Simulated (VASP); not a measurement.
# CoO (I4/mmm) in VASP: a series of runs, part 2 of 2

VASP 6.6.1.

**6. Single point, PBE, collinear spin, antiferromagnetic start**

This run uses another cell than the first one: it holds 4 atoms, not 2.

INCAR

```
SYSTEM = CoO
ALGO     = Normal         ! electronic algorithm
EDIFF    = 1E-7           ! SCF threshold, eV
ENCUT    = 520            ! plane-wave cutoff, eV
GGA      = PE             ! functional
ISIF     = 2              ! what is computed and relaxed
ISMEAR   = 0              ! smearing method
ISPIN    = 2              ! spin polarisation
LASPH    = .TRUE.         ! aspherical terms in the spheres
LCHARG   = .FALSE.        ! write CHGCAR
LMAXMIX  = 4              ! l up to which the mixer works
LORBIT   = 11             ! projections on sites
LREAL    = .FALSE.        ! projectors in reciprocal space
LWAVE    = .FALSE.        ! write WAVECAR
MAGMOM   = 2 -2 0 0       ! initial moments
NBANDS   = 27             ! bands
NELM     = 100            ! most SCF steps
PREC     = Accurate       ! precision mode
SIGMA    = 0.05           ! smearing width, eV
```

KPOINTS

```
k-points
0
G
  6 6 5
  0 0 0
```

POSCAR

```
CoO
1.0
    3.0160008800      0.0000000000      0.0000000000
    0.0000000000      3.0160008800      0.0000000000
    0.0000000000      0.0000000000      4.2145007200
Co O
2 2
Direct
    0.0000000000      0.0000000000      0.0000000000
    0.5000000000      0.5000000000      0.5000000000
    0.0000000000      0.0000000000      0.5000000000
    0.5000000000      0.5000000000      0.0000000000
```

Potentials or basis: VASP PAW PBE potentials, release 64 (Co, O).

Started as:

```sh
cat potpaw_PBE.64/Co/POTCAR potpaw_PBE.64/O/POTCAR > POTCAR
mpirun -np 1 vasp_std > vasp.out
```

OUTCAR:

```text
SYSTEM = CoO
   EDIFF = 1E-7
   ENCUT = 520
   GGA = PE
   ISIF = 2
   ISMEAR = 0
   ISPIN = 2
   LASPH = .TRUE.
   LORBIT = 11
   LREAL = .FALSE.
   NELM = 100
   PREC = Accurate

 ion  position               nearest neighbor table
   1  0.000  0.000  0.000-   3 2.11   3 2.11   4 2.13   4 2.13   4 2.13   4 2.13   2 3.00   2 3.00
                             2 3.00   2 3.00   2 3.00   2 3.00   2 3.00   2 3.00
   2  0.500  0.500  0.500-   4 2.11   4 2.11   3 2.13   3 2.13   3 2.13   3 2.13   1 3.00   1 3.00
                             1 3.00   1 3.00   1 3.00   1 3.00   1 3.00   1 3.00
   3  0.000  0.000  0.500-   1 2.11   1 2.11   2 2.13   2 2.13   2 2.13   2 2.13
   4  0.500  0.500  0.000-   2 2.11   2 2.11   1 2.13   1 2.13   1 2.13   1 2.13

  LATTYP: Found a simple tetragonal cell.
 ALAT       =     3.0160008800
 C/A-ratio  =     1.3973804676

  Lattice vectors:

 A1 = (   3.0160008800,   0.0000000000,   0.0000000000)
 A2 = (   0.0000000000,   3.0160008800,   0.0000000000)
 A3 = (   0.0000000000,   0.0000000000,   4.2145007200)

Analysis of symmetry for initial positions (statically):
=====================================================================
 Subroutine PRICEL returns following result:

  LATTYP: Found a body centered tetragonal cell.
 ALAT       =     3.0160008800
 C/A-ratio  =     1.3973804676
[... 12 lines left out ...]
 Subroutine GETGRP returns: Found 16 space group operations
 (whereof 16 operations were pure point group operations)
 out of a pool of 16 trial point group operations.

The static configuration has the point symmetry D_4h.

Analysis of symmetry for dynamics (positions and initial velocities):
=====================================================================
 Subroutine PRICEL returns following result:

  LATTYP: Found a body centered tetragonal cell.
 ALAT       =     3.0160008800
 C/A-ratio  =     1.3973804676
[... 12 lines left out ...]
 Subroutine GETGRP returns: Found 16 space group operations
 (whereof 16 operations were pure point group operations)
 out of a pool of 16 trial point group operations.

[... 178 lines left out ...]

 val. band max:        7.9396942116   @ k =   0.3333   0.0000   0.2000
 cond. band min:       7.9784490071   @ k =   0.1667   0.0000   0.4000
 fundamental gap:      0.0387547955
 Fermi energy:         7.9470994236

 spin component 1

 k-point     1 :       0.0000    0.0000    0.0000
  band No.  band energies     occupation
      1     -12.1318      1.00000
      2     -10.8222      1.00000
      3       1.3302      1.00000
      4       3.7316      1.00000
      5       3.7316      1.00000
      6       4.3990      1.00000
[... 709 lines left out ...]
     26      22.0229      0.00000
     27      29.0817      0.00000

 [... further k-points ...]

 spin component 2

 k-point     1 :       0.0000    0.0000    0.0000
  band No.  band energies     occupation
      1     -12.1318      1.00000
      2     -10.8222      1.00000
      3       1.3302      1.00000
      4       3.7316      1.00000
      5       3.7316      1.00000
      6       4.3990      1.00000
[... 709 lines left out ...]
     26      22.0229      0.00000
     27      29.0817      0.00000

 [... further k-points ...]

------------------------ aborting loop because EDIFF is reached ----------------------------------------

  FORCE on cell =-STRESS in cart. coord.  units (eV):
  Direction    XX          YY          ZZ          XY          YZ          ZX
  --------------------------------------------------------------------------------------
  -------------------------------------------------------------------------------------
  Total       -1.2711386     -1.2711386      0.2297229      0.0000000      0.0000000     -0.0000000
  in kB      -53.1244470    -53.1244470      9.6007651      0.0000000      0.0000000     -0.0000000
  external PRESSURE =     -32.2160430 kB  Pullay stress =       0.0000000 kB

 VOLUME and BASIS-vectors are now :
 -----------------------------------------------------------------------------
  energy-cutoff  :      520.00
  volume of cell :       38.34
      direct lattice vectors                 reciprocal lattice vectors
     3.016000880  0.000000000  0.000000000     0.331564890  0.000000000  0.000000000
     0.000000000  3.016000880  0.000000000     0.000000000  0.331564890  0.000000000
     0.000000000  0.000000000  4.214500720     0.000000000  0.000000000  0.237276030

 POSITION                                       TOTAL-FORCE (eV/Angst)
 -----------------------------------------------------------------------------------
      0.00000      0.00000      0.00000        -0.000000     -0.000000     -0.000000
      1.50800      1.50800      2.10725        -0.000000      0.000000     -0.000000
      0.00000      0.00000      2.10725        -0.000000     -0.000000     -0.000000
      1.50800      1.50800      0.00000         0.000000      0.000000      0.000000
 -----------------------------------------------------------------------------------
    total drift:                                0.000000     -0.000000     -0.000000

  FREE ENERGIE OF THE ION-ELECTRON SYSTEM (eV)
  ---------------------------------------------------
  free  energy   TOTEN  =       -25.9945412784 eV

  energy  without entropy=      -25.9878035434  energy(sigma->0) =      -25.99117241

 total charge

# of ion       s       p       d       tot
------------------------------------------
    1        0.293   0.356   7.184   7.833
    2        0.293   0.356   7.184   7.833
    3        1.558   3.411   0.000   4.969
    4        1.558   3.411   0.000   4.969
--------------------------------------------------
tot          3.702   7.534  14.368  25.604

 magnetization (x)

# of ion       s       p       d       tot
------------------------------------------
    1        0.021   0.021   2.256   2.298
    2       -0.021  -0.021  -2.256  -2.298
    3       -0.009  -0.077   0.000  -0.087
    4        0.009   0.077   0.000   0.087
--------------------------------------------------
tot          0.000   0.000   0.000   0.000
```

stdout:

```text
POSCAR found type information on POSCAR CoO
 POSCAR found :  2 types and       4 ions
 scaLAPACK will be used
 LDA part: xc-table for (Slater+PW92), standard interpolation
 POSCAR, INCAR and KPOINTS ok, starting setup
 FFT: planning ... GRIDC
 FFT: planning ... GRID_SOFT
 FFT: planning ... GRID
 WAVECAR not read
 entering main loop
```

Run time: 97 s. Hardware: 1 thread of Intel Xeon Platinum 8375C at 2.90GHz (Ice Lake), shared host; peak memory 0.18 GiB.

What came out:

```yaml
Free_energy: -25.9945 eV
Pressure: -3.2 GPa
Band_gap_on_the_k_mesh: none (metal or under the smearing width)
Net_moment: 0.00 μB per cell
Site_moments: Co +2.30, -2.30; O -0.09, +0.09 μB
Valence_electrons_inside_the_program's_atomic_spheres: Co 7.83; O 4.97
```

Caveat: semilocal functionals often make such compounds metallic where correlation or magnetic order opens a gap, which also shifts bond lengths. With open d or f shells a metallic result of PBE can be an artefact of self-interaction; +U or a hybrid may open a gap.

**7. Overview**

```csv
task,level,spin,cell,k mesh,cutoff (eV),smearing,supercell matrix,gap on the mesh (eV),pressure (GPa),moment (μB),relaxed volume (Å³/atom)
relaxation of cell and atoms,PBEsol+D4,"collinear, ferromagnetic start",relaxed,9 × 9 × 9,600,fermi-dirac 0.05 eV,-,none,0.0,2.72,8.93
relaxation of cell and atoms,PBEsol+rVV10,"collinear, ferromagnetic start",relaxed,9 × 9 × 9,600,fermi-dirac 0.05 eV,-,none,0.0,2.72,8.98
single point,PBE,"collinear, ferromagnetic start",as given,9 × 9 × 9,520,gaussian 0.05 eV,-,none,-1.1,2.85,-
single point,PBE,"collinear, antiferromagnetic start",as given,6 × 6 × 5,520,gaussian 0.05 eV,"[0, 1, 1, 1, 0, 1, 1, 1, 0]",none,-3.2,0.00,-
```

Alike in all rows: potentials or basis VASP PAW PBE potentials, release 64 (Co, O).

Caveats: semilocal functionals often make such compounds metallic where correlation or magnetic order opens a gap, which also shifts bond lengths; a cell with one magnetic atom can't hold antiferromagnetic order, which such compounds often take (some runs); the PAW data sets were made with another functional, which shifts forces and pressure a little (some runs); pairwise dispersion overbinds metals, which lowers pressure and volume (some runs).

Total energies depend on the potentials used, so only differences within one code and one set of settings carry meaning.
